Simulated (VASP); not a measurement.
## FeSi2 (Linzhiite): equation of state with PBEsol

Crystal: FeSi2 (Linzhiite).

```
Fe Si
1.0
     2.68400    0.00000    0.00000
     0.00000    2.68400    0.00000
     0.00000    0.00000    5.12800
Fe Si
1 2
Cartesian
  0.0000 0.0000 0.0000
  1.3420 1.3420 3.7434
  1.3420 1.3420 1.3846
```

| Quantity | Value |
| --- | --- |
| Program | VASP 6.6.1 |
| Task | equation of state |
| Functional | PBEsol |
| Potentials or basis | VASP PAW PBE potentials, release 64 (Fe, Si) |
| Cutoff | 520 eV |
| k mesh | 10 × 10 × 5 |
| Occupations | fermi-dirac, width 0.05 eV |
| Spin | collinear spin, ferromagnetic start |
| Starting moments | [3.0, 0.0, 0.0] μB |

The equilibrium volume is 12.24 Å³/atom and the bulk modulus at fixed shape and positions is 205 GPa. The pressure derivative of the bulk modulus is 4.6.

Energy against volume, from the lowest point:
```csv
volume (Å³/atom),energy (meV/atom)
11.575,25.69
11.821,9.73
12.068,1.43
12.314,0.00
12.560,4.73
12.806,14.96
13.053,30.04
```

All runs of the series together: 5.4 min on 1 thread of Intel(R) Xeon(R) 6975P-C (Granite Rapids) (shared host).

Caveat: the cell was scaled at fixed shape and fractional positions, which overstates the stiffness of a crystal with free parameters, most of all of layers and chains; the PAW data sets were made with another functional, which shifts forces and pressure a little.
